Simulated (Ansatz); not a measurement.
## Point defect: O interstitial in C

The calculation used Ansatz 0.2.0, DFT PBE+D3(BJ), scalar-relativistic, plane waves, PAW. (420 eV cutoff, 3×3×2 k-mesh, shifted by half a step, Gaussian smearing of 0.01 eV, no spin polarisation)

Host crystal, relaxed:

```yaml
crystal:
  lattice:
    - [2.13468, -1.23246, -0.01079]
    - [2.13468, 1.23246, -0.01079]
    - [-1.40161, 0.00000, 3.38107]
  atoms:
    - { symbol: C, position: [0.83337, 0.83337, 0.00011] }
    - { symbol: C, position: [0.16663, 0.16663, 0.99989] }
```

Supercell of 18 atoms, rows in host cell vectors: -2 1 -1; 1 -2 -1; -1 -1 1. Atoms relax at the host's cell, keeping the symmetry that the supercell leaves at the site. The cell is small, so energies carry finite-size errors of tenths of an eV. The host is a metal. Atoms are taken from and returned to the elements' standard states.

Defect: O interstitial at (0.250, 0.417, 0.562) of the host cell.

What is the formation energy of the neutral defect?

1.80 eV.

Does the neutral defect carry a moment, and how do its surroundings relax?

The neutral run had no spin polarisation, so a moment wasn't tested. The nearest neighbours before are 1 C at 1.90 Å, 1 C at 1.91 Å, 1 C at 1.97 Å, 1 C at 2.00 Å, 1 C at 2.12 Å, 1 C at 2.15 Å, 1 C at 2.21 Å; after relaxation the atoms near the site are 1 C at 1.42 Å, 1 C at 1.43 Å; the largest move is 0.83 Å.

Cost: 2 runs of about 2.4 core-minutes in all, on Arm Neoverse V2 (shared hosts).